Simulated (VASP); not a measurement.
# SiC (F-43m) in VASP: settings compared

The runs below take SiC through relaxation of cell and atoms, with PBE, PBEsol.

Everything below comes from runs of VASP 6.6.1. Logs are shortened: lines on timing, memory, paths and dates and some standing lists are left out, and cuts for length are marked.

## (1) The structure

Symmetry: F-43m, No. 216, cubic system. The conventional cell has a = 4.505 Å, b = 4.505 Å, c = 4.505 Å, α = 90.00°, β = 90.00°, γ = 90.00°. C (site symmetry -43m) has 4 Si at 1.95 Å as nearest neighbours. Si (site symmetry -43m) is surrounded by 4 C at 1.95 Å.

The cell was built by a generator and isn't the measured one.

## (2) Relaxation of cell and atoms, PBE

The input, INCAR:

```
  ALGO = Normal
  EDIFF = 1E-6
  EDIFFG = -0.02
  ENCUT = 600
  GGA = PE
  IBRION = 2
  ISIF = 3
  ISMEAR = 0
  LASPH = T
  LCHARG = F
  LREAL = F
  LWAVE = F
  NELM = 80
  NSW = 40
  PREC = Accurate
  SIGMA = 0.02
```

The input, KPOINTS:

```
k-points
0
Gamma
  9 9 9
```

The input, POSCAR:

```
SiC
1.0
    0.0000000000      2.2526106000      2.2526106000
    2.2526106000      0.0000000000      2.2526106000
    2.2526106000      2.2526106000      0.0000000000
C Si
1 1
Direct
    0.7500000000      0.7500000000      0.7500000000
    0.5000000000      0.5000000000      0.5000000000
```

Potentials or basis: VASP PAW PBE potentials, release 64 (C, Si).

Launch:

```sh
$ cat potpaw_PBE.64/C/POTCAR potpaw_PBE.64/Si/POTCAR > POTCAR
$ mpirun -np 1 vasp_std > vasp.out
```

OUTCAR:

```text
EDIFF = 1E-6
   EDIFFG = -0.02
   ENCUT = 600
   GGA = PE
   IBRION = 2
   ISIF = 3
   ISMEAR = 0
   LASPH = T
   LREAL = F
   NELM = 80
   NSW = 40
   PREC = Accurate

 ion  position               nearest neighbor table
   1  0.750  0.750  0.750-   2 1.95   2 1.95   2 1.95   2 1.95
   2  0.500  0.500  0.500-   1 1.95   1 1.95   1 1.95   1 1.95

  LATTYP: Found a face centered cubic cell.
 ALAT       =     4.5052212000

  Lattice vectors:

 A1 = (   0.0000000000,   2.2526106000,   2.2526106000)
 A2 = (   2.2526106000,   0.0000000000,   2.2526106000)
 A3 = (   2.2526106000,   2.2526106000,   0.0000000000)

Analysis of symmetry for initial positions (statically):
=====================================================================
 Subroutine PRICEL returns:
 Original cell was already a primitive cell.

 Routine SETGRP: Setting up the symmetry group for a
 face centered cubic supercell.

 Subroutine GETGRP returns: Found 24 space group operations
 (whereof 24 operations were pure point group operations)
 out of a pool of 48 trial point group operations.

The static configuration has the point symmetry T_d .

Analysis of symmetry for dynamics (positions and initial velocities):
=====================================================================
 Subroutine PRICEL returns:
 Original cell was already a primitive cell.

 Routine SETGRP: Setting up the symmetry group for a
 face centered cubic supercell.

 Subroutine GETGRP returns: Found 24 space group operations
 (whereof 24 operations were pure point group operations)
 out of a pool of 48 trial point group operations.

The dynamic configuration has the point symmetry T_d .

 Subroutine INISYM returns: Found 24 space group operations
 (whereof 24 operations are pure point group operations),
 and found     1 'primitive' translations

----------------------------------------------------------------------------------------

                                     Primitive cell

  volume of cell :      22.8606

  direct lattice vectors                    reciprocal lattice vectors
     0.000000000  2.252610600  2.252610600    -0.221964684  0.221964684  0.221964684
     2.252610600  0.000000000  2.252610600     0.221964684 -0.221964684  0.221964684
     2.252610600  2.252610600  0.000000000     0.221964684  0.221964684 -0.221964684

  length of vectors
     3.185672461  3.185672461  3.185672461     0.384454110  0.384454110  0.384454110

  position of ions in fractional coordinates (direct lattice)
     0.750000000  0.750000000  0.750000000
     0.500000000  0.500000000  0.500000000

  ion indices of the primitive-cell ions
   primitive index   ion index
                 1           1
                 2           2

----------------------------------------------------------------------------------------

 KPOINTS: k-points

Automatic generation of k-mesh.
 Grid dimensions read from file:
 generate k-points for:    9    9    9

 Generating k-lattice:

  Cartesian coordinates                     Fractional coordinates (reciprocal lattice)
    -0.024662743  0.024662743  0.024662743     0.111111111  0.000000000  0.000000000
     0.024662743 -0.024662743  0.024662743     0.000000000  0.111111111  0.000000000
     0.024662743  0.024662743 -0.024662743     0.000000000  0.000000000  0.111111111

  Length of vectors
     0.042717123  0.042717123  0.042717123

  Shift w.r.t. Gamma in fractional coordinates (k-lattice)
     0.000000000  0.000000000  0.000000000

 Subroutine IBZKPT returns following result:
 ===========================================

 Found     35 irreducible k-points:

 Following reciprocal coordinates:
            Coordinates               Weight
  0.000000  0.000000  0.000000      1.000000
  0.111111  0.000000  0.000000      8.000000
  0.222222  0.000000  0.000000      8.000000
  0.333333  0.000000  0.000000      8.000000
  0.444444  0.000000  0.000000      8.000000
  0.111111  0.111111  0.000000      6.000000
[... 16 lines left out ...]
 -0.333333  0.333333  0.000000     12.000000
  0.444444  0.444444  0.000000      6.000000
 [... further k-points ...]
   k-points           NKPTS =     35   k-points in BZ     NKDIM =     35   number of bands    NBANDS=      8
   number of dos      NEDOS =    301   number of ions     NIONS =      2
   total plane-waves  NPLWV =  21952
   dimension x,y,z NGX =    28 NGY =   28 NGZ =   28
   dimension x,y,z NGXF=    56 NGYF=   56 NGZF=   56
   ions per type =               1   1
   NGX,Y,Z   is equivalent  to a cutoff of  14.61, 14.61, 14.61 a.u.
   NGXF,Y,Z  is equivalent  to a cutoff of  29.22, 29.22, 29.22 a.u.
 SYSTEM =  unknown system
   PREC   = accura    normal or accurate (medium, high low for compatibility)
   ISTART =      0    job   : 0-new  1-cont  2-samecut
   ICHARG =      2    charge: 1-file 2-atom 10-const
   ISPIN  =      1    spin polarized calculation?
   LNONCOLLINEAR =      F non collinear calculations
   LSORBIT =      F    spin-orbit coupling
   LASPH  =      T    aspherical Exc in radial PAW
   ENCUT  =  600.0 eV  44.10 Ry    6.64 a.u.   6.36  6.36  6.36*2*pi/ulx,y,z
   NELM   =     80;   NELMIN=  2; NELMDL= -5     # of ELM steps
   EDIFF  = 0.1E-05   stopping-criterion for ELM
   LREAL  =      F    real-space projection
   EDIFFG = -.2E-01   stopping-criterion for IOM
   NSW    =     40    number of steps for IOM
   IBRION =      2    ionic relax: 0-MD 1-quasi-New 2-CG
   NFREE  =      1    steps in history (QN), initial steepest desc. (CG)
   ISIF   =      3    stress and relaxation
   ISYM   =      2    0-nonsym 1-usesym 2-fastsym
   POTIM  = 0.5000    time-step for ionic-motion
   TEBEG  =    0.0;   TEEND  =   0.0 temperature during run
   PSTRESS=    0.0 pullay stress
   NELECT =       8.0000    total number of electrons
   NUPDOWN=      -1.0000    fix difference up-down
   EMIN   =  10.00;   EMAX   =-10.00  energy-range for DOS
   EFERMI =   0.00;   METHOD = LEGACY
   ISMEAR =     0;   SIGMA  =   0.02  broadening in eV -4-tet -1-fermi 0-gaus
   EFERMI_NEDOS =   21; number of points for ismear=-14 and -15
   IALGO  =     38    algorithm
   IMIX   =      4    mixing-type and parameters
     AMIX     =   0.40;   BMIX     =  1.00
     AMIX_MAG =   1.60;   BMIX_MAG =  1.00
  volume/ion in A,a.u.               =      11.43        77.14
  Fermi-wavevector in a.u.,A,eV,Ry     =   1.153653  2.180089 18.108216  1.330916
  Thomas-Fermi vector in A             =   2.290296
   LORBIT       =      0    0 simple, 1 ext, 2 COOP (PROOUT), +10 PAW based schemes
   GGA     = PE    functional components
   LHFCALC =     F    Hartree Fock is set to
   AEXX    =    0.0000 exact exchange contribution
   IVDW    =     0    specifies the selected vdW correction
   LEPSILON=     F    determine dielectric tensor
   LRPA    =     F    only Hartree local field effects (RPA)
 conjugate gradient relaxation of ions
 non-spin polarized calculation
 Gauss-broadening in eV      SIGMA  =   0.02
  energy-cutoff  :      600.00
  volume of cell :       22.86
 maximum number of plane-waves:       775
 NGX is ok and might be reduce to    28
   NGX = 13   NGY = 13   NGZ = 13

--------------------------------------- Ionic step        1  -------------------------------------------

 number of electron       8.0000000 magnetization

 Free energy of the ion-electron system (eV)
  ---------------------------------------------------
  ext. energy  EPLUGINS =         0.00000000
  ---------------------------------------------------
  free energy    TOTEN  =       -14.96702687 eV

  energy without entropy =      -14.96702687  energy(sigma->0) =      -14.96702687

------------------------ aborting loop because EDIFF is reached ----------------------------------------

  FORCE on cell =-STRESS in cart. coord.  units (eV):
  Direction    XX          YY          ZZ          XY          YZ          ZX
  --------------------------------------------------------------------------------------
  -------------------------------------------------------------------------------------
  Total       -2.1904837     -2.1904837     -2.1904837     -0.0000000     -0.0000000      0.0000000
  in kB     -153.5190388   -153.5190388   -153.5190388     -0.0000000     -0.0000000      0.0000000
  external PRESSURE =    -153.5190388 kB  Pullay stress =       0.0000000 kB
[... 57 lines left out ...]
  energy  without entropy=      -14.9771997150  energy(sigma->0) =      -14.97719971

--------------------------------------- Ionic step        3  -------------------------------------------

 number of electron       8.0000000 magnetization

 Free energy of the ion-electron system (eV)
  ---------------------------------------------------
  ext. energy  EPLUGINS =         0.00000000
  ---------------------------------------------------
  free energy    TOTEN  =       -15.06388403 eV

  energy without entropy =      -15.06388403  energy(sigma->0) =      -15.06388403

 E-fermi :   8.0748     XC(G=0): -11.2914

 val. band max:        7.9407105077   @ k =   0.0000   0.0000   0.0000
 cond. band min:       9.4546559465   @ k =   0.4444   0.4444   0.0000
 fundamental gap:      1.5139454388
 Fermi energy:         8.0747576297

 k-point     1 :       0.0000    0.0000    0.0000
  band No.  band energies     occupation
      1      -7.3464      2.00000
      2       7.9407      2.00000
      3       7.9407      2.00000
      4       7.9407      2.00000
      5      14.0006      0.00000
      6      15.1465      0.00000
      7      15.1465      0.00000
      8      15.1465      0.00000
[... 243 lines left out ...]
 k-point    24 :       0.4444    0.4444    0.0000
  band No.  band energies     occupation
      1      -2.8524      2.00000
      2       0.7057      2.00000
      3       4.8496      2.00000
      4       4.8496      2.00000
      5       9.4547      0.00000
      6      12.3092      0.00000
      7      21.5410      0.00000
      8      21.5410      0.00000

 [... further k-points ...]

------------------------ aborting loop because EDIFF is reached ----------------------------------------

  FORCE on cell =-STRESS in cart. coord.  units (eV):
  Direction    XX          YY          ZZ          XY          YZ          ZX
  --------------------------------------------------------------------------------------
  -------------------------------------------------------------------------------------
  Total       -0.0263681     -0.0263681     -0.0263681      0.0000000      0.0000000      0.0000000
  in kB       -2.0116413     -2.0116413     -2.0116413      0.0000000      0.0000000      0.0000000
  external PRESSURE =      -2.0116413 kB  Pullay stress =       0.0000000 kB
[... 17 lines left out ...]
  FREE ENERGIE OF THE ION-ELECTRON SYSTEM (eV)
  ---------------------------------------------------
  free  energy   TOTEN  =       -15.0638840262 eV

  energy  without entropy=      -15.0638840262  energy(sigma->0) =      -15.06388403

 reached required accuracy - stopping structural energy minimisation
```

Run time: 13 s. Hardware: 1 thread of Intel Xeon Platinum 8488C (Sapphire Rapids), shared host; peak memory 0.15 GiB.

What came out:

- Free energy: -15.0639 eV
- Relaxed volume: 10.50 Å³/atom
- Relaxed cell: a = 3.097 Å, b = 3.097 Å, c = 3.097 Å, α = 60.00°, β = 60.00°, γ = 60.00°
- Space group after relaxing (to 0.05 Å): F-43m (No. 216)
- Energy gained by relaxing: 48.4 meV/atom
- Ionic steps: 3
- Pressure after relaxing: -0.2 GPa
- Band gap on the k mesh: 1.51 eV, indirect (least direct gap 4.61 eV)

The path:
| step | energy change (eV) | largest force (eV/Å) | pressure (GPa) | volume (Å³) |
| --- | --- | --- | --- | --- |
| 1 | 0.0000 | 0.0000 | -15.35 | 22.86 |
| 2 | -0.0102 | 0.0000 | 19.03 | 19.43 |
| 3 | -0.0969 | 0.0000 | -0.20 | 21.00 |

Final structure:
```
C Si
1.0
     0.00000    2.18979    2.18979
     2.18979    0.00000    2.18979
     2.18979    2.18979    0.00000
C Si
1 1
Direct
  0.75000 0.75000 0.75000
  0.50000 0.50000 0.50000
```

Levels at points of the mesh, in eV from the valence-band top:
```csv
k point,band 1,band 2,band 3,band 4,band 5,band 6,band 7,band 8
"(0.00, 0.00, 0.00)",-15.29,0.00,0.00,0.00,6.06,7.21,7.21,7.21
```

Caveat: an odd mesh through Γ misses points on the zone boundary, where band edges often lie.

## (3) Relaxation of cell and atoms, PBEsol

The input, INCAR:

```
SYSTEM = SiC
PREC = Accurate ; ENCUT = 600
EDIFF = 1E-6 ; ISMEAR = 0
SIGMA = 0.02 ; LREAL = .False.
LASPH = .True. ; NELM = 80
ALGO = Normal ; ISIF = 3
LWAVE = .False. ; LCHARG = .False.
GGA = PS ; IBRION = 2
NSW = 60 ; EDIFFG = -0.005
```

The input, KPOINTS:

```
regular mesh
0
Gamma
  3 3 3
  0 0 0
```

POSCAR is that of step 2.

Potentials or basis: VASP PAW PBE potentials, release 64 (C, Si).

Launch:

```sh
$ cat potpaw_PBE.64/C/POTCAR potpaw_PBE.64/Si/POTCAR > POTCAR
$ mpirun -np 1 vasp_std > vasp.out
```

Wall time 5.4 s (1 thread of Intel Xeon 6975P-C (Granite Rapids), shared host); peak memory 0.15 GiB.

It converged, with:

- Free energy: -15.4002 eV
- Relaxed volume: 10.42 Å³/atom
- Relaxed cell: a = 3.089 Å, b = 3.089 Å, c = 3.089 Å, α = 60.00°, β = 60.00°, γ = 60.00°
- Space group after relaxing (to 0.05 Å): F-43m (No. 216)
- Energy gained by relaxing: 57.8 meV/atom
- Ionic steps: 6
- Pressure after relaxing: 0.0 GPa
- Band gap on the k mesh: 2.36 eV, indirect (least direct gap 5.03 eV)

The path:
```
step  energy change (eV)  largest force (eV/Å)  pressure (GPa)  volume (Å³)
   1              0.0000                0.0000          -16.96        22.86
   2              0.0010                0.0000           22.85        19.09
   3             -0.1155                0.0000           -0.29        20.87
   4             -0.1155                0.0000            0.11        20.83
   5             -0.1155                0.0000           -0.10        20.85
   6             -0.1155                0.0000           -0.02        20.84
```

Final structure:
```cif
data_structure
_symmetry_space_group_name_H-M 'P 1'
_symmetry_Int_Tables_number 1
_cell_length_a 3.0889
_cell_length_b 3.0889
_cell_length_c 3.0889
_cell_angle_alpha 60.000
_cell_angle_beta 60.000
_cell_angle_gamma 60.000
_cell_volume 20.84
loop_
_atom_site_label
_atom_site_type_symbol
_atom_site_fract_x
_atom_site_fract_y
_atom_site_fract_z
_atom_site_occupancy
C1 C 0.75000 0.75000 0.75000 1
Si1 Si 0.50000 0.50000 0.50000 1
```

Levels at points of the mesh, in eV from the valence-band top:
```csv
k point,band 1,band 2,band 3,band 4,band 5,band 6,band 7,band 8
"(0.00, 0.00, 0.00)",-15.45,0.00,0.00,0.00,6.06,7.04,7.04,7.04
```

Caveat: the k mesh is coarse (spacing up to 0.81 Å⁻¹), so the values aren't converged; the PAW data sets were made with another functional, which shifts forces and pressure a little; an odd mesh through Γ misses points on the zone boundary, where band edges often lie.
